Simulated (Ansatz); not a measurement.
## MgO: what symmetry allows forces and stress to be

```yaml
crystal:
  lattice:
    - [3.30779, 0.00000, 0.00000]
    - [-1.65389, 2.86463, 0.00000]
    - [0.00000, 0.00000, 4.98288]
  atoms:
    - { symbol: Mg, position: [0.33333, 0.66667, 0.07742] }
    - { symbol: Mg, position: [0.66667, 0.33333, 0.50216] }
    - { symbol: O, position: [0.33333, 0.66667, 0.40244] }
    - { symbol: O, position: [0.66667, 0.33333, 0.90244] }
```

Computed with DFT PBE, scalar-relativistic, plane waves, PAW (Ansatz).

Cutoff 420 eV; k points 9×9×6 on the computed 4-atom cell (Γ-centred); Gaussian smearing, width 0.02 eV; no spin polarisation.

This distorted cell has space group P3m1, with 6 operations.

Problem. Without a calculation: in which directions can each atom feel a force?

Solution. A force must be left unchanged by every operation that keeps its atom in place, so it lies in the space that those operations leave fixed. Atoms that the group maps onto each other feel forces of one size.
| atom | site symmetry | operations at the site | equivalent to atom | allowed force (Cartesian) |
| --- | --- | --- | --- | --- |
| Mg1 | 3m. | 6 | 1 | along (0.00, 0.00, 1.00) |
| Mg2 | 3m. | 6 | 2 | along (0.00, 0.00, 1.00) |
| O3 | 3m. | 6 | 3 | along (0.00, 0.00, 1.00) |
| O4 | 3m. | 6 | 4 | along (0.00, 0.00, 1.00) |

That leaves 4 independent force components of 12, tied by 1 condition that the forces sum to zero, so 3 remain. A relaxation in this cell that keeps the symmetry moves the atoms in these directions alone.

Problem. And the stress tensor?

Solution. It must be invariant under the point group, which leaves 2 independent components: yz, xz, xy vanish; xx = yy.

Problem. Do the computed values obey this?

Solution. Yes. Forces (eV/Å):
```
Mg1   0.000   0.000 -10.251
Mg2   0.000   0.000   1.995
O3    0.000   0.000   6.699
O4    0.000   0.000   1.557
```

Stress (GPa, compression positive, xx yy zz yz xz xy): 0.52 0.52 40.60 0.00 0.00 0.00. The program imposes the same operations on density, forces and stress, so this confirms the analysis and is no independent test of the calculation.

This wurtzite form isn't the usual stable structure of the compound.